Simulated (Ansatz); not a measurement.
**Generalised stacking fault on (111) (glide set) of a GaP-AlP solid solution (72 atoms): geometry optimisation**

How does generalised stacking fault on (111) (glide set) of a GaP-AlP solid solution (72 atoms) relax, and what do bonds, charges and levels look like afterwards?

Calculated with Ansatz 0.2.0; Kohn-Sham DFT, PBE, PAW (set soft_2), plane waves.

### Step 1. The starting structure

The cell holds 72 atoms: 18 Al, 36 P and 18 Ga. Its edges and angles: a = 6.683 Å, b = 11.576 Å, c = 19.136 Å, α = 90.0°, β = 86.7°, γ = 90.0°. It derives from GaP and AlP. Zinc-blende GaP lattice (a = 5.4569 Å, the value set for the mixture), cell with z along [111], 1 x 3 x 2 periods; the third cell vector is tilted by 0.167 of 1/2[11-2] and lengthened by 0.2 Å, so the cell holds one fault (glide set); displaced by a Gaussian of 0.01 Å; 18 of 36 Ga sites given to Al at random (lattice constant by Vegard's rule between GaP and AlP).

Before any run, some limits are plain. Atoms were free to move along the slip, so the relaxation can undo part or all of it. The host structure and its lattice constant were typed by rule, without a check against the phase diagram.

### Step 2. Single point at the start

A single point comes first, to see the forces before anything moves.

input.yaml

```yaml
crystal:
  lattice:
    - [6.68331, 0.0, 0.0]
    - [0.0, 11.57583, 0.0]
    - [1.11391, 0.0, 19.10326]
  atoms:
    - { symbol: Al, position: [0.49646, 0.16469, 0.0197] }
    - { symbol: P, position: [0.47929, 0.16679, 0.14378] }
    - { symbol: Ga, position: [0.80102, 0.16707, 0.18567] }
    - { symbol: P, position: [0.78445, 0.16841, 0.30947] }
    [... 62 atom lines left out ...]
    - { symbol: Ga, position: [0.52662, 0.66634, 0.84504] }
    - { symbol: P, position: [0.50613, 0.66693, 0.96825] }
    - { symbol: Ga, position: [0.02698, 0.50025, 0.84606] }
    - { symbol: P, position: [0.00406, 0.49922, 0.97104] }
    - { symbol: Al, position: [0.0288, 0.83486, 0.84413] }
    - { symbol: P, position: [0.00471, 0.83301, 0.96964] }
kpoints:
  mp_grid: { grid: [2, 1, 1] }
hamiltonian:
  xc: pbe
scf:
  occupations: { method: gaussian, width: 0.05 }
output:
  forces: true
  stress: true
  populations: true
  dos:
    method: { smearing: { sigma: 0.1 } }
    de: 0.1
    projected: { site_lists: { Al: [Al], Ga: [Ga], P: [P] } }
  eigenvalues: true
```

Launch:

```console
> ansatz run input.yaml --threads 4 --pin off --max-ram 8192MiB --backend cpu --events-out ev --progress --plain --runs-dir out
```

Run time: 49 s. Hardware: 4 threads of Arm Neoverse V1, shared host; peak memory 4.5 GiB.

Read from the output:

* free energy: -105001.5849 eV
* free energy per atom: -1458.3553 eV/atom
* SCF cycles: 9
* pressure: 3.363 GPa
* r.m.s. force component: 0.3284 eV/Å
* longest force: 1.552 eV/Å
* Fermi energy: 7.294 eV
* gap (highest filled to lowest empty level): 0.4698 eV
* spilling of the projection: 0.004516

The r.m.s. force component of 0.33 eV/Å and the pressure of 3.4 GPa set the starting point.

Neighbours are counted within 2.77 Å (P-Al), 2.77 Å (P-Ga).

Length of the force by element and coordination:

```
element  coordination  atoms  mean length of the force (eV/Å)  spread   least   most
     Al           all     18                            0.416   0.388  0.0973   1.35
     Al             3      3                             1.24  0.0993    1.11   1.35
     Al             4     15                            0.251   0.120  0.0973  0.538
     Ga           all     18                            0.396   0.352   0.127   1.29
     Ga             3      3                             1.15     0.1    1.04   1.29
     Ga             4     15                            0.244  0.0935   0.127  0.457
      P           all     36                            0.445   0.384  0.0997   1.55
      P             3      6                             1.26   0.212   0.944   1.55
      P             4     30                            0.283   0.101  0.0997  0.513
```

### Step 3. Relaxation

With the cell held, the atoms are moved downhill towards a nearby minimum.

input.yaml, the sections that differ from step 2:

```yaml
output:
  forces: true
relax:
  f_tol: 0.05
  max_steps: 71
# crystal, kpoints, hamiltonian, scf: as in step 2
```

Elapsed: 2.5 min, on 4 threads; peak memory 4.5 GiB.

Relaxation path:

```
step  energy less that of the first step (eV)  largest force component (eV/Å)
   1                                   0.0000                          1.5406
   2                                  -0.5228                          0.3378
   3                                  -0.8143                          0.5978
   4                                  -2.5918                          1.2569
   5                                  -5.2720                          1.2059
   6                                  -6.6674                          0.4931
   7                                  -6.7664                          0.0426
   8                                  -6.7664                          0.0426
```

The atoms that moved most (Å):

```
atom      dx      dy      dz  length
 P56   0.567  -0.009   0.094   0.575
 P70   0.563   0.009   0.050   0.565
 P72   0.559   0.002   0.073   0.564
 Ga5  -0.548  -0.011  -0.083   0.554
 P68   0.544  -0.005   0.107   0.554
Al15  -0.544   0.003  -0.105   0.554
 P32   0.545   0.010   0.089   0.552
Ga37  -0.543  -0.005  -0.097   0.552
```

The relaxation changed the energy by -94.0 meV/atom, and atoms moved by 0.33 Å r.m.s., 0.57 Å at most.

### Step 4. Local order after relaxation

Bonds before and after, by the cutoffs listed below:

```
pair  bonds before  bonds after  mean before (Å)  mean after (Å)  spread before (Å)  spread after (Å)
P-Al            69           72            2.346           2.370              0.059             0.012
P-Ga            69           72            2.346           2.375              0.058             0.012
```

Density 3.21 g/cm³, 20.53 Å³ an atom.

g(r), total and by pair (bins of 0.2 Å):

```
r (Å)  total    P-P   P-Al   P-Ga  Al-Al  Al-Ga  Ga-Ga
 2.30   5.80   0.00  11.60  11.60   0.00   0.00   0.00
 2.50   0.00   0.00   0.00   0.00   0.00   0.00   0.00
 2.70   0.00   0.00   0.00   0.00   0.00   0.00   0.00
 2.90   0.00   0.00   0.00   0.00   0.00   0.00   0.00
 3.10   0.00   0.00   0.00   0.00   0.00   0.00   0.00
 3.30   0.00   0.00   0.00   0.00   0.00   0.00   0.00
 3.50   0.00   0.00   0.00   0.00   0.00   0.00   0.00
 3.70   0.00   0.00   0.00   0.00   0.00   0.00   0.00
 3.90   6.38  12.66   0.00   0.00  11.61  14.02  11.61
 4.10   0.15   0.39   0.00   0.00   0.22   0.22   0.22
 4.30   0.14   0.00   0.19   0.38   0.00   0.00   0.00
 4.50   3.10   0.00   6.29   6.11   0.00   0.00   0.00
 4.70   1.51   0.00   3.03   3.02   0.00   0.00   0.00
 4.90   0.00   0.00   0.00   0.00   0.00   0.00   0.00
 5.10   0.00   0.00   0.00   0.00   0.00   0.00   0.00
 5.30   0.57   1.15   0.00   0.00   1.02   1.28   1.02
 5.50   1.05   2.10   0.00   0.00   2.23   1.99   2.23
 5.70   0.00   0.00   0.00   0.00   0.00   0.00   0.00
 5.90   2.32   0.00   4.64   4.64   0.00   0.00   0.00
 6.10   0.44   0.00   0.87   0.87   0.00   0.00   0.00
 6.30   0.00   0.00   0.00   0.00   0.00   0.00   0.00
 6.50   0.75   1.49   0.00   0.00   1.59   1.43   1.59
 6.70   2.21   4.43   0.00   0.00   4.74   4.08   4.74
 6.90   2.08   2.79   1.36   1.36   2.71   2.87   2.71
 7.10   1.13   0.00   2.25   2.25   0.00   0.00   0.00
 7.30   0.78   0.00   1.56   1.56   0.00   0.00   0.00
 7.50   0.00   0.00   0.00   0.00   0.00   0.00   0.00
 7.70   1.38   2.75   0.00   0.00   2.38   3.12   2.38
```

Bonds by pair of elements; cutoffs follow the first minimum of g(r), held within bounds set by covalent radii, and pairs that aren't listed don't count as bonded:

```
pair A-B  cutoff (Å)  bonds  mean length (Å)  spread (Å)  shortest (Å)  B about A  A about B
    P-Al        2.77     72             2.37       0.012          2.35          2          4
    P-Ga        2.77     72             2.38       0.012          2.36          2          4
```

How many atoms have how many bonded neighbours:

```
element  mean   4
     Al     4  18
     Ga     4  18
      P     4  36
```

Bond angles (no mean is given where the spread exceeds 20°):

```
  angle  count  mean (°)  spread (°)
Al-P-Ga    118       110           2
 P-Al-P    108       110         2.1
 P-Ga-P    108       110           2
Al-P-Al     49       110         2.1
Ga-P-Ga     49       109         1.9
```

Rings of the network by King's shortest-path rule, up to 12 atoms, one path for each pair of neighbours; H, halogens, alkali and alkaline-earth atoms are left out, and the last column divides by all other atoms, bonded or not:

```
ring size (atoms)  rings  per network atom
                6    139              1.93
```

Counting bonds as in the table, all Al atoms have 4, all Ga atoms have 4 and all P atoms have 4 bonded neighbours. The Al-P-Ga angle averages 110° with a spread of 2°. All rings counted have 6 atoms.

### Step 5. Single point at the relaxed geometry

The electronic structure is read at the final geometry, in a run of its own.

input.yaml

```yaml
crystal:
  lattice:
    - [6.68331, 0.0, 0.0]
    - [0.0, 11.57583, 0.0]
    - [1.11391, 0.0, 19.10326]
  atoms:
    - { symbol: Al, position: [0.41687, 0.16692, 0.01582] }
    - { symbol: P, position: [0.42065, 0.16665, 0.14005] }
    - { symbol: Ga, position: [0.74965, 0.16665, 0.18272] }
    - { symbol: P, position: [0.75227, 0.16646, 0.30714] }
    [... 62 atom lines left out ...]
    - { symbol: Ga, position: [0.58109, 0.66664, 0.84936] }
    - { symbol: P, position: [0.58655, 0.66647, 0.97384] }
    - { symbol: Ga, position: [0.08109, 0.49994, 0.84939] }
    - { symbol: P, position: [0.08785, 0.49997, 0.97368] }
    - { symbol: Al, position: [0.08122, 0.83353, 0.84939] }
    - { symbol: P, position: [0.08772, 0.83316, 0.97347] }
kpoints:
  mp_grid: { grid: [2, 1, 1] }
hamiltonian:
  xc: pbe
scf:
  occupations: { method: gaussian, width: 0.05 }
output:
  forces: true
  stress: true
  populations: intrinsic
  dos:
    method: { smearing: { sigma: 0.15 } }
    de: 0.1
    projected: { site_lists: { Al: [Al], Ga: [Ga], P: [P] } }
  eigenvalues: true
  write_density: true
  write_potential: true
  volumetric_format: npy
```

The job ended after 56 s (4 threads; peak memory 4.5 GiB).

Read from the output:

- free energy: -105008.3513 eV
- free energy per atom: -1458.4493 eV/atom
- SCF cycles: 9
- pressure: 1.543 GPa
- r.m.s. force component: 0.00757 eV/Å
- longest force: 0.04294 eV/Å
- Fermi energy: 6.678 eV
- gap (highest filled to lowest empty level): 1.208 eV

Intrinsic-atomic-orbital charges by element:

```
element  coordination  atoms  mean charge (e)  spread   least    most
     Al           all     18            0.377  0.0016   0.373   0.379
     Ga           all     18           0.0357  0.0015  0.0328  0.0384
      P           all     36           -0.206  0.0756  -0.383  -0.116
```

Charge against the make-up of the first shell:

```
Ga neighbours of P  atoms  mean charge (e)
                 0      1           -0.383
                 1     10           -0.295
                 2     13           -0.206
                 3     12           -0.117
```

Density of states as counts of states in windows of 0.5 eV (from the Fermi level), total and the larger projections:

```
from (eV)  to (eV)  total   P p  Ga p  Al p  Ga s  P s  Al s
      -10     -9.5    3.0   0.0   0.5   0.4   0.0  2.0   0.0
     -9.5     -7.5    0.0   0.0   0.0   0.0   0.0  0.0   0.0
     -7.5       -7    0.7   0.3   0.0   0.1   0.3  0.0   0.0
       -7     -6.5   15.1   6.8   0.6   0.7   5.7  0.6   0.6
     -6.5       -6   16.4   8.0   0.8   0.8   3.5  0.8   2.4
       -6     -5.5   13.7   7.1   0.7   0.6   1.3  1.0   2.8
     -5.5       -5   10.6   5.7   0.6   0.5   0.6  1.1   2.0
       -5     -4.5    7.6   4.2   0.8   0.6   0.4  0.7   0.7
     -4.5       -4   17.4  10.4   2.9   2.7   0.3  0.5   0.4
       -4     -3.5   19.1  11.5   2.5   2.4   0.6  0.9   1.0
     -3.5       -3   13.7   8.9   2.2   2.0   0.1  0.1   0.2
       -3     -2.5   33.4  22.1   5.0   4.7   0.4  0.4   0.5
     -2.5       -2   29.3  20.8   4.0   3.7   0.2  0.1   0.2
       -2     -1.5   19.7  14.6   2.3   2.0   0.1  0.2   0.2
     -1.5       -1   13.8  11.0   1.4   1.0   0.0  0.1   0.0
       -1     -0.5    5.0   4.3   0.4   0.2   0.0  0.0   0.0
     -0.5        0    0.3   0.2   0.0   0.0   0.0  0.0   0.0
        0      0.5    0.1   0.0   0.0   0.0   0.0  0.0   0.0
      0.5        1    0.9   0.1   0.2   0.2   0.1  0.2   0.0
        1      1.5    7.4   1.3   1.0   1.5   1.4  1.1   0.3
      1.5        2   21.1   3.5   3.2   4.2   3.3  3.3   1.2
        2      2.5   21.7   4.4   3.1   3.5   2.8  2.7   1.8
      2.5        3   20.6   4.4   3.0   2.7   1.4  2.3   3.2
```

Between -16 and -10 eV lie 249 more states.

The levels nearest the highest filled one (over half full), pooled over k-points and spins:

```
level less the highest filled one (eV)  occupation
                                -0.392           2
                                -0.365           2
                                -0.357           2
                                -0.313           2
                               -0.0556           2
                                     0           2
                                  1.21           0
                                  1.80           0
                                  1.95           0
                                  1.99           0
                                  2.02           0
                                  2.03           0
```

Mean intrinsic-atomic-orbital charges: Al +0.38, Ga +0.04, P -0.21 e. Charges this small depend on the projection, at times even in sign. The charge on P changes by +0.089 e for each Ga neighbour that takes the place of another kind, on average.

### Step 6. Outcome

```json
{"energy change in the relaxation": "-93.98 meV/atom", "r.m.s. displacement": "0.33 Å", "largest displacement": "0.575 Å", "free energy per atom": "-1458.4493 eV/atom", "density": "3.209 g/cm³", "pressure": "1.543 GPa", "r.m.s. force component": "0.00757 eV/Å", "gap (highest filled to lowest empty level)": "1.208 eV", "wall time of the 3 DFT runs": "4.2 min"}
```

Relaxation lowers the energy by 94.0 meV/atom and moves atoms by 0.33 Å r.m.s.; the r.m.s. force component goes from 0.33 to 0.0076 eV/Å, the pressure goes from 3.4 to 1.5 GPa, and the gap from 0.470 to 1.21 eV. By the final cutoffs 0 of 138 bonded pairs parted and 6 joined. Afterwards all atoms of each element have one and the same coordination, so bonds have reconnected across the defect, which no longer shows in the counts. Layers on the two sides of the fault moved in opposite directions along the plane, so much of the imposed slip has spread into a shear of the crystal. From the first step to the last the energy fell by 6.766 eV, and the largest move was 0.57 Å (P56, with 2 other atoms within 2 % of it). The P-Ga bonds go from 2.346 Å (spread 0.058) to 2.375 Å (spread 0.012), and their number from 69 to 72. Counting bonds as in the table, all Al atoms have 4, all Ga atoms have 4 and all P atoms have 4 bonded neighbours. Between filled and empty levels lie 1.21 eV on the run's k-points; the mesh holds the band edges only if they fold onto it, so the gap at this level can be narrower or closed, while semilocal functionals tend to narrow gaps against experiment.

What to keep in mind: The stress is far from hydrostatic: its diagonal is 0.4, 4.1, 0.2 GPa, compression counted positive. Atoms were free to move along the slip, so the relaxation can undo part or all of it. The pressure of 1.5 GPa says that the cell would expand at this level of theory.

[Logs are printed without paths, hosts, clocks, repeated set-up lines and the standing remarks that a program may print on its own settings, such as how far it seeks lower states.]

[Hosts, paths, dates, database ids (printed as entryN), source tags and the programs' standing remarks are cut or masked in the printed files.]
